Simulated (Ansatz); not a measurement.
GeO$_{2}$:
```xyz
9
Lattice="4.8903 0.0000 0.0000 -2.4451 4.2351 0.0000 0.0000 0.0000 5.6141" Properties=species:S:1:pos:R:3 pbc="T T T"
Ge     2.1806     0.0000     1.8714
Ge    -1.0903     1.8885     3.7428
Ge     1.3548     2.3466     0.0000
O      1.1531     1.3180     1.3957
O      3.1723     0.3396     3.2671
O      3.0100     2.5775     5.1384
O      0.5649     1.6576     4.2184
O     -1.2920     2.9171     2.3471
O      0.7271     3.8955     0.4757
```

x, y and z are the axes in which the lattice vectors are written.

**Question.** Give the high-frequency dielectric tensor and the Born effective charge tensors of the independent atoms from DFPT, LDA in the plane-wave PAW code Ansatz.

**Answer.** 
ε∞:
```
3.20  0.00  0.00
0.00  3.20  0.00
0.00  0.00  3.32
```
Z* of atom 1 (Ge), rows: field, columns: displacement, in e:
```
 3.06   0.00   0.00
 0.00   3.66   0.72
 0.00  -0.52   3.60
```
Z* of atom 4 (O), rows: field, columns: displacement, in e:
```
-1.31   0.51  -0.30
 0.42  -2.06   0.70
-0.16   0.76  -1.80
```

Space group P3_121. Symmetry was held in the LDA relaxation. Spin–orbit coupling is left out wherever it is not named.

Potentials: the later of the program's two PAW sets.
